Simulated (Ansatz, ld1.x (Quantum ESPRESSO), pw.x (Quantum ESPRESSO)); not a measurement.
# Cr (Z = 24): one change to the TM potential, in the atom and in the fcc crystal

```json
{
 "Element": "chromium",
 "Generator": "ld1.x (Quantum ESPRESSO) 7.5",
 "Type": "norm-conserving Troullier–Martins (Kleinman–Bylander form)",
 "Functional": "PBE",
 "Relativity": "scalar-relativistic",
 "Frozen core": "[Ar]",
 "Valence charge": "6",
 "Reference configuration": "3d5 4s1 4p0",
 "Partial waves": "4s (bound): rc 3.05 bohr; 4p (bound, empty): rc 3.15 bohr; 3d (bound): rc 1.85 bohr",
 "Local potential": "all-electron potential smoothed inside 2.90 bohr (lloc = -1)",
 "Core correction": "Bessel-smoothed model core inside 1.30 bohr"
}
```

Change: local potential all-electron potential smoothed inside 1.28 bohr (lloc = -1).

Cutoffs, loose and tight: the cutoffs (Ry, on a coarse ladder) from which the occupation-weighted sum of valence levels, in a spherical-Bessel basis at the reference potential, stays within 10 and 1 mRy of its value at 400 Ry. They do not see the model core or the augmentation charge, which bear on the density cutoff. Test errors are all-electron minus pseudo excitation energies from the reference, over the configurations 3d5 4s0 4p0; 3d4 4s0 4p0; 3d3 4s0 4p0; 3d5 4s0.5 4p0; 3d6 4s0 4p0; 3d5 4s0 4p1; 3d5.5 4s0.5 4p0; variants that change the core or the reference have their own tests.

Crystal test: fcc Cr in pw.x 7.5, no spin, 15³ k-points, Fermi–Dirac smearing 0.01 Ry, cutoffs set for each file from its atomic test. The reference is all-electron LAPW (Ansatz 0.2.0) with the same functional, mesh and smearing; V0 and B0 come from Birch–Murnaghan fits to the pressures at five volumes. Errors are pseudo minus all-electron; Δ is the rms difference of the E(V) curves that follow from these fits, minima aligned, over ±6 % about the mean V0. Mesh and smearing are coarse, so the numbers serve the comparison and aren't converged zero-temperature values; the lattice is a test structure that the element need not adopt. Spin polarisation and strong correlation are left out, which matters for this element.

All-electron: a0 = 3.626 Å (V0 = 11.92 Å³/atom), B0 = 234.3 GPa.

Task: Does the change bring the crystal closer to the all-electron result?

Result: The mean pressure error goes from +7.55 to +75.94 GPa, so the change moves the solid further from the all-electron pressures.

| quantity | base | changed |
| --- | --- | --- |
| outcome (atom) | generated | generated |
| cutoff, loose (atom) | 70 Ry | 70 Ry |
| cutoff, tight (atom) | 90 Ry | 90 Ry |
| bound ghosts (atom) | none | s |
| largest test error (meV) (atom) | -187 over the solved tests; 1 of 7 tests not solved or not reliable | -33 over the solved tests; 2 of 7 tests not solved or not reliable |
| cutoffs in pw.x (Ry) | 110/440 | 110/440 |
| a0 (Å) | 3.664 | – |
| a0 error (%) | +1.04 | – |
| B0 error (%) | -2.7 | – |
| Δ (meV/atom) | 19.0 | – |
| mean pressure error (GPa) | +7.55 | +75.94 |

A dash: not determined, or the minimum lies outside the volumes sampled.

Base: The largest radius (3.15 bohr) exceeds half the bond length (2.42 bohr), so the spheres overlap, which is one possible source of error among others. This is a poor potential for the solid. Atomic configuration tests: 1 of 7 tests not solved or not reliable. Changed file: The largest radius (3.15 bohr) exceeds half the bond length (2.42 bohr), so the spheres overlap, which is one possible source of error among others. This is a poor potential for the solid. Note: ghost state, extra bound levels that the all-electron valence spectrum of the same l lacks: s at -69.9 eV. A true bound ghost makes a file unfit for plane-wave use. Atomic configuration tests: 2 of 7 tests not solved or not reliable. The logarithmic derivative shows an extra or strongly shifted pseudo pole above the reference energy (p near 0.14 Ry). The atomic cutoffs weigh occupied waves only.
